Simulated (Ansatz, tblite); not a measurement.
HgTe: GFN2-xTB, run from Python

These are simulated results from tblite 0.8.0, not measurements. The cell was built from a prototype and was relaxed with r2SCAN in plane waves (Ansatz 0.2.0). Not every such cell is a known phase. All runs are without spin polarisation.

The symmetry is P6_3mc (No. 186, hexagonal); conventional cell a = 4.643 Å, c = 7.625 Å, 35.58 Å³ an atom. Around Hg lie 4 Te at 2.85 Å; around Te lie 4 Hg at 2.85 Å.

tblite solves periodic systems at the zone centre alone, so the script builds a cluster of 3×3×2 conventional cells (72 atoms), which folds in a coarse mesh of k points.

The script, run.py:

```python
import json
from ase import Atoms
from ase.build import make_supercell
from ase.units import Bohr, GPa, Hartree
from tblite.interface import Calculator

atoms = Atoms(['Hg', 'Hg', 'Te', 'Te'],
              cell=[[4.64260444, 0.0, 0.0], [-2.32130222, 4.02061338, 0.0], [0.0, 0.0, 7.62450159]],
              scaled_positions=[[0.333333333, 0.666666667, 0.000498161], [0.666666667, 0.333333333, 0.500498161], [0.333333333, 0.666666667, 0.374501839], [0.666666667, 0.333333333, 0.874501839]],
              pbc=True)
cluster = make_supercell(atoms, [[3, 0, 0], [0, 3, 0], [0, 0, 2]])
calc = Calculator('GFN2-xTB', cluster.numbers, cluster.positions / Bohr, lattice=cluster.cell[:] / Bohr, periodic=cluster.pbc)
calc.set('temperature', 0.02 / Hartree)
calc.set('max-iter', 150)
res = calc.singlepoint()
levels = res.get('orbital-energies') * Hartree
nv = round(res.get('orbital-occupations').sum() / 2)
cells = len(cluster) // len(atoms)
out = {'energy_per_cell': res.get('energy') * Hartree / cells, 'homo': levels[nv - 1], 'lumo': levels[nv],
       'stress': (-res.get('virial') * Hartree / cluster.get_volume() / GPa).tolist(), 'charges': res.get('charges')[:len(atoms)].tolist(), 'electrons': 2 * nv / cells}
json.dump(out, open('results.json', 'w'))
for key, value in out.items():
    print(key, value)
```

Command: `python run.py`. It took 4.4 s on 1 thread of Arm Neoverse V2 (shared host), peak memory 0.12 GiB.

What it printed:

```
------------------------------------------------------------
  cycle        total energy    energy error   density error
------------------------------------------------------------
      1     -140.6681799341  -1.4092717E+02   2.4914640E-01
      2     -140.9300941383  -2.6191420E-01   1.1625740E-01
      3     -140.1100081162   8.2008602E-01   1.1090381E-01
      4     -142.1534903542  -2.0434822E+00   2.1990187E-02
      5     -142.1534675627   2.2791491E-05   1.9780069E-02
      6     -142.1591467033  -5.6791407E-03   1.2444066E-02
      7     -142.1585977829   5.4892045E-04   1.1894640E-02
      8     -142.1536308103   4.9669726E-03   1.2860987E-02
      9     -142.1562401361  -2.6093258E-03   6.5854959E-03
     10     -142.1563908820  -1.5074587E-04   5.3816228E-03
     11     -142.1573541212  -9.6323922E-04   3.5090104E-03
     12     -142.1583603095  -1.0061883E-03   2.4303354E-03
     13     -142.1583987122  -3.8402701E-05   2.2368183E-03
     14     -142.1583999357  -1.2235152E-06   1.7186341E-03
     15     -142.1584576940  -5.7758245E-05   4.0182209E-04
     16     -142.1584536652   4.0287676E-06   4.1181456E-04
     17     -142.1584597450  -6.0797415E-06   2.5631980E-04
     18     -142.1584586572   1.0877243E-06   2.3333453E-04
     19     -142.1584613215  -2.6642398E-06   1.5328472E-04
     20     -142.1584637730  -2.4515279E-06   4.0502777E-05
     21     -142.1584637983  -2.5334373E-08   2.9253987E-05
     22     -142.1584638422  -4.3832898E-08   1.4087766E-05
------------------------------------------------------------

 total:                                   3.826 sec
energy_per_cell -214.90715756889747
homo -7.6214142878969
lumo -7.621414135533055
stress [[7.604500649193812, -0.0004454204049305916, 2.0224695234351024e-06], [-0.00044542040493071003, 7.603986332668172, -1.1676814745113436e-06], [2.0224695234334227e-06, -1.167681474536073e-06, 7.41517549141923]]
charges [0.12723835428401076, 0.12724132281274064, -0.12719038813787076, -0.12726341029486885]
electrons 16.0
```

The cycle table is in hartree for the whole cluster, and the lines after it are in eV (the energy for one cell). The printed stress is in GPa and positive in compression, and the pressure is its mean diagonal.

GFN2-xTB gives no gap at the points read. On the same cell, plane-wave PBE (Ansatz, 6×6×4 k points and the special points) gives no gap at the points read and r2SCAN no gap at the points read; on shared hosts these took about 15 and 26 core-seconds on the 4-atom cell, against 4.4 for the script. Spin-orbit coupling, left out in all these runs, can cut or reorder the gap by tenths of an eV, up to about 1 eV with Pb or Bi.

The same script was run on cells scaled at fixed shape and fractional coordinates:

```tsv
volume (Å³/atom)	energy (meV/atom)	pressure (GPa, positive in compression)	gap (eV)
31.31	268.6	12.90	0.94
33.45	120.5	10.07	0.08
35.58	0.0	7.54	0.00
37.71	-82.8	5.03	0.00
39.85	-137.0	3.15	0.00
```

The minimum lies beyond the largest of these volumes.

xTB was fitted mostly to molecules, and a small cluster samples few k points, so gaps, pressures and kinks along a curve can be far from a solid's.

Spin-orbit coupling is left out; in compounds of Pb, Bi, Tl or Hg it can lower a gap by up to about 1 eV, split its edges or invert the bands.
